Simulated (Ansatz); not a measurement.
**Two inputs for ZnS with hydrogen replacing S**

This input was run with Ansatz:

```yaml
crystal:
  lattice:
    - [5.718, 3.3012888392, 0.0]
    - [-5.718, 3.3012888392, 0.0]
    - [0.0, 0.0, 18.68999]
  atoms:
    - { symbol: Zn, position: [0.0327321022, 0.032339745, 0.0097572541] }
    - { symbol: Zn, position: [0.3466757258, 0.6825404321, 0.0019953072] }
    - { symbol: Zn, position: [0.6829585989, 0.3461766076, 0.0019869498] }
    - { symbol: Zn, position: [-0.0059812919, -0.0063948326, 0.4996791242] }
    - { symbol: Zn, position: [0.3271092577, 0.6612383636, 0.5002529947] }
    - { symbol: Zn, position: [0.6617302215, 0.326648645, 0.5002523989] }
    - { symbol: Zn, position: [0.3100338944, 0.3097459408, 0.1541160545] }
    - { symbol: Zn, position: [0.65185311, -0.0569904436, 0.1684339945] }
    - { symbol: Zn, position: [-0.0566967095, 0.6517291483, 0.1683597071] }
    - { symbol: Zn, position: [0.3359851683, 1.0014302276, 0.6686771413] }
    - { symbol: Zn, position: [0.6700079565, 0.6695491071, 0.6674962554] }
    - { symbol: Zn, position: [0.0018952964, 0.335570105, 0.6686708541] }
    - { symbol: Zn, position: [0.3217469341, 0.9915833654, 0.3314903924] }
    - { symbol: Zn, position: [0.645364211, 0.6448811254, 0.3324853747] }
    - { symbol: Zn, position: [-0.0078837513, 0.3213709126, 0.3314632725] }
    - { symbol: Zn, position: [0.3431973889, 0.3427987508, 0.8338393442] }
    - { symbol: Zn, position: [0.6803865364, 0.0090821642, 0.8373755375] }
    - { symbol: Zn, position: [0.0094692565, 0.6799987635, 0.8373930213] }
    - { symbol: H, position: [0.0892725554, 0.0890686231, 0.1009496805], spin: 1.0 }
    - { symbol: S, position: [0.2948945449, 0.6502529356, 0.1258282968] }
    - { symbol: S, position: [0.650590456, 0.2943605555, 0.12584295] }
    - { symbol: S, position: [0.0030158362, 0.002583406, 0.6256847999] }
    - { symbol: S, position: [0.3348592061, 0.6680977363, 0.6258747059] }
    - { symbol: S, position: [0.6685373112, 0.3343985345, 0.6258764556] }
    - { symbol: S, position: [0.3148905291, 0.3144377751, 0.2829826481] }
    - { symbol: S, position: [0.6560745203, -0.015080711, 0.2923907801] }
    - { symbol: S, position: [-0.0146937886, 0.6555881876, 0.2923548636] }
    - { symbol: S, position: [0.3453631097, 1.0084170766, 0.7942613145] }
    - { symbol: S, position: [0.6772190352, 0.6768220576, 0.7927585844] }
    - { symbol: S, position: [0.0088257246, 0.3450049069, 0.7942565365] }
    - { symbol: S, position: [0.3276900259, 0.9947066718, 0.4571745801] }
    - { symbol: S, position: [0.6580152925, 0.6575553932, 0.4578298798] }
    - { symbol: S, position: [-0.0048230648, 0.3272756104, 0.45714769] }
    - { symbol: S, position: [0.3551682759, 0.3547370899, 0.9583766527] }
    - { symbol: S, position: [0.6907519053, 0.0135957042, 0.9633214591] }
    - { symbol: S, position: [0.0140358852, 0.6903119884, 0.9633631441] }
magnetization:
  spin_polarized: true
kpoints:
  mp_grid: { grid: [4, 4, 1] }
scf:
  occupations: { method: fermi_dirac, width: 0.01 }
hamiltonian:
  xc: pbe
  pseudopotentials: { kind: paw }
output:
  forces: true
  stress: true
  populations: true
  efg:
    quadrupole_moments_barn: { Zn: 0.122, H: 0.00285783, S: -0.0694 }
    contact_densities: true
accuracy: low
```

```sh
ansatz run input.yaml --threads 4 --pin off --max-ram 8192MiB --backend cpu --events-out ev --progress --plain --runs-dir out
```

It converged. Of its output the block on the nuclei alone is shown, without the SCF iterations, energies, forces and stress (one atom of each set, the first 14 sets):

```
--- PAW observables at the nuclei: V_zz in 10²¹ V/m², potentials from the cell's mean, atoms counted from 1 ---
  atom   1  Zn V_zz =    -2.046678   η = 0.1906   by run symmetry: allowed   C_q = -6.0376 MHz
            electrostatic potential = -3941.240636 V   contact ρ = 166604.680196 e/Å³   contact ρ_s (e/Å³): all electrons +0.702138, valence +0.705574
  atom   2  Zn V_zz =    -1.267977   η = 0.5062   by run symmetry: allowed   C_q = -3.7405 MHz
            electrostatic potential = -3941.406222 V   contact ρ = 166603.950668 e/Å³   contact ρ_s (e/Å³): all electrons -0.037569, valence -0.036822
  atom   3  Zn V_zz =    -1.265169   η = 0.5081   by run symmetry: allowed   C_q = -3.7322 MHz
            electrostatic potential = -3941.406380 V   contact ρ = 166603.947268 e/Å³   contact ρ_s (e/Å³): all electrons -0.037594, valence -0.036849
  atom   4  Zn V_zz =    -0.298063   η = 0.3564   by run symmetry: allowed   C_q = -0.8793 MHz
            electrostatic potential = -3941.365167 V   contact ρ = 166603.695329 e/Å³   contact ρ_s (e/Å³): all electrons +0.108326, valence +0.108072
  atom   5  Zn V_zz =    +0.259575   η = 0.0610   by run symmetry: allowed   C_q = +0.7657 MHz
            electrostatic potential = -3941.376753 V   contact ρ = 166603.765185 e/Å³   contact ρ_s (e/Å³): all electrons +0.018424, valence +0.018463
  atom   6  Zn V_zz =    +0.254979   η = 0.0640   by run symmetry: allowed   C_q = +0.7522 MHz
            electrostatic potential = -3941.376719 V   contact ρ = 166603.764197 e/Å³   contact ρ_s (e/Å³): all electrons +0.018448, valence +0.018487
  atom   7  Zn V_zz =    +4.062252   η = 0.3133   by run symmetry: allowed   C_q = +11.9834 MHz
            electrostatic potential = -3941.214365 V   contact ρ = 166604.348725 e/Å³   contact ρ_s (e/Å³): all electrons +1.066180, valence +1.067301
  atom   8  Zn V_zz =    -4.761542   η = 0.7520   by run symmetry: allowed   C_q = -14.0463 MHz
            electrostatic potential = -3941.396939 V   contact ρ = 166609.303090 e/Å³   contact ρ_s (e/Å³): all electrons +7.766238, valence +7.726922
  atom   9  Zn V_zz =    -4.734344   η = 0.7368   by run symmetry: allowed   C_q = -13.9661 MHz
            electrostatic potential = -3941.399337 V   contact ρ = 166609.332445 e/Å³   contact ρ_s (e/Å³): all electrons +7.847893, valence +7.808039
  atom  10  Zn V_zz =    -0.270577   η = 0.8267   by run symmetry: allowed   C_q = -0.7982 MHz
            electrostatic potential = -3941.375916 V   contact ρ = 166603.622193 e/Å³   contact ρ_s (e/Å³): all electrons +0.009166, valence +0.009168
  atom  11  Zn V_zz =    -0.353056   η = 0.3165   by run symmetry: allowed   C_q = -1.0415 MHz
            electrostatic potential = -3941.385403 V   contact ρ = 166603.710206 e/Å³   contact ρ_s (e/Å³): all electrons +0.016561, valence +0.016567
  atom  12  Zn V_zz =    -0.272985   η = 0.8305   by run symmetry: allowed   C_q = -0.8053 MHz
            electrostatic potential = -3941.376062 V   contact ρ = 166603.623533 e/Å³   contact ρ_s (e/Å³): all electrons +0.009189, valence +0.009192
  atom  13  Zn V_zz =    -0.702209   η = 0.8903   by run symmetry: allowed   C_q = -2.0715 MHz
            electrostatic potential = -3941.372549 V   contact ρ = 166603.932399 e/Å³   contact ρ_s (e/Å³): all electrons +0.322949, valence +0.323161
  atom  14  Zn V_zz =    +0.728858   η = 0.3620   by run symmetry: allowed   C_q = +2.1501 MHz
            electrostatic potential = -3941.371864 V   contact ρ = 166603.687783 e/Å³   contact ρ_s (e/Å³): all electrons +0.036127, valence +0.036306
```

Question: Can these gradients be trusted, and how do they compare with a run on standard settings?

Answer: Not as converged values. Against the standard input the change is `kpoints.mp_grid.grid`: [3, 3, 1] → [4, 4, 1]; `accuracy`: not typed → low. A site carries the number of its first atom; V_zz in 10²¹ V/m².

| site | atom | V_zz standard | η standard | V_zz here | η here |
| --- | --- | --- | --- | --- | --- |
| Zn1 | 1 | -2.02 | 0.08 | -2.05 | 0.19 |
| Zn7 | 7 | 4.00 | 0.29 | 4.06 | 0.31 |
| Zn8 | 8 | -5.14 | 0.93 | -4.76 | 0.75 |
| Zn9 | 9 | -5.11 | 0.91 | -4.73 | 0.74 |
| Zn13 | 13 | -0.75 | 0.73 | -0.70 | 0.89 |
| Zn15 | 15 | -0.75 | 0.72 | -0.71 | 0.88 |
| H | 19 | 0.80 | 0.15 | 0.80 | 0.15 |
| S20 | 20 | -2.67 | 0.97 | 2.61 | 0.79 |
| S21 | 21 | -2.67 | 0.97 | 2.63 | 0.79 |
| S25 | 25 | 2.13 | 0.29 | 2.06 | 0.27 |
| S26 | 26 | 2.04 | 0.78 | 1.70 | 0.91 |
| S34 | 34 | -0.87 | 0.35 | -0.88 | 0.14 |

The largest change of V_zz along a kept axis is on Zn9, from -5.11 to -4.73. In per cent, |V_zz| changes by -7 to +2 on Zn, -17 to -3 on S (all sites that start above 2, bar those whose gradient vanishes or changes sign or whose main axis turns by over 40°). Where |V_zz| stays above 0.1 and the axes keep their order, η moves most on S34, from 0.35 to 0.14. On S21, S20 the largest principal value lies along another axis in the second run, so the two V_zz can't be compared directly. The table leaves out 22 of the 34 sites, with |V_zz| up to 1.96; their tensors move by 0.08 at most along any direction. The statements above cover all sites. The changed run opens a gap. The absolute magnetisation of the cell goes from 0.1 to 1.0 μB. In the changed run the accuracy preset is low, so its values aren't converged ones.

On the reference run: The defect repeats with the cell of 36 atoms, so it feels its images: sites between two images don't show the values beside a lone defect, and zeros or small values of η there can come from the images' arrangement. S and Zn carry a gradient in the pure host already, so the values there aren't the defect's effect alone. The centre was started off its lattice site, so that it could distort. The defect cell has no gap above 0.1 eV on its mesh, so the values can hang on the smearing and the k-mesh. The run lost most of its start moments on H; a state with other moments may lie lower.
